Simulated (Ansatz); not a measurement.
ScAl3: random displacements

All numbers below come from DFT PBEsol, scalar-relativistic, plane waves, PAW (Ansatz 0.2.0). Settings: plane waves to 420 eV, k-mesh 12×12×12 (Γ-centred), Gaussian smearing 0.15 eV. No spin polarisation. Energies are free energies at this smearing, counted from the undisturbed cell; pressure is positive in compression.

The undisturbed cell (relaxed at this level; it needn't be the usual structure):

```
Sc Al
1.0
     4.07130    0.00000    0.00000
     0.00000    4.07130    0.00000
     0.00000    0.00000    4.07130
Sc Al
1 3
Direct
  0.00000 0.00000 0.00000
  0.50000 0.00000 0.50000
  0.00000 0.50000 0.50000
  0.50000 0.50000 0.00000
```

The atoms are displaced (Å, in the unstrained cell):

| atom | ux | uy | uz |
| --- | --- | --- | --- |
| Sc1 | 0.014 | -0.047 | 0.020 |
| Al2 | 0.016 | 0.082 | 0.006 |
| Al3 | -0.005 | -0.016 | -0.058 |
| Al4 | -0.026 | -0.019 | 0.032 |

Strain (Voigt, engineering shear): (-0.0577, 0.0202, 0.0426, -0.0563, -0.0684, 0.0374).

**Question.** What are the energy change, the stress and the forces?

**Answer.** ΔE = 87.1 meV/atom; stress (xx, yy, zz, yz, xz, xy; compression positive) (9.04, -0.53, -2.82, 2.34, 5.37, -3.50) GPa.
```csv
atom,Fx (eV/Å),Fy,Fz
Sc1,-0.27,0.32,-0.31
Al2,0.04,-0.45,0.06
Al3,0.06,0.22,0.43
Al4,0.17,-0.09,-0.17
```

Cost: 1 run of about 1.3 core-minutes, on Arm Neoverse V2 (shared hosts).